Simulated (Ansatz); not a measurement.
Crystal: Ge.

```xyz
2
Lattice="0.0000 2.8289 2.8289 2.8289 0.0000 2.8289 2.8289 2.8289 0.0000" Properties=species:S:1:pos:R:3 pbc="T T T"
Ge    4.2434    4.2434    4.2434
Ge    2.8289    2.8289    2.8289
```

- Program: Ansatz 0.2.0
- Task: relaxation of cell and atoms
- Functional: RPBE
- Potentials or basis: Ansatz PAW
- Cutoff: 420 eV (not typed: the program's choice for these potentials)
- k mesh: 6 × 6 × 6
- Occupations: tetrahedron
- Spin: spin-orbit coupling, no magnetisation

At the start: volume 22.64 Å³/atom.

**Question.** How do energy, volume and symmetry change on relaxing?

**Answer.** It ends after 5 steps and the volume is 24.60 Å³/atom (+8.7 %); space group Fd-3m (No. 227, to 0.05 Å).

Step by step:
```csv
step,energy change (eV),largest force (eV/Å),volume (Å³)
1,0.0000,0.0000,45.28
2,-0.0588,0.0000,48.18
3,-0.0626,0.0000,49.12
4,-0.0626,0.0000,49.20
5,-0.0634,0.0000,49.20
```

Final structure:
```
Ge
1.0
     0.00000    2.90828    2.90828
     2.90828    0.00000    2.90828
     2.90828    2.90828    0.00000
Ge
2
Cartesian
  4.3624 4.3624 4.3624
  2.9083 2.9083 2.9083
```

The cell as given is a measured one (22.64 Å³/atom); RPBE puts the equilibrium volume +8.7 % from it, thermal expansion not counted.

Caveat: the plane-wave basis is chosen anew once the cell has moved, so the energies of steps on either side of that aren't comparable; the PAW data sets come from PBE, with cores solved anew for the run's functional, which leaves a small shift of forces and pressure; with tetrahedron occupations forces and stress needn't match the slope of the energy.
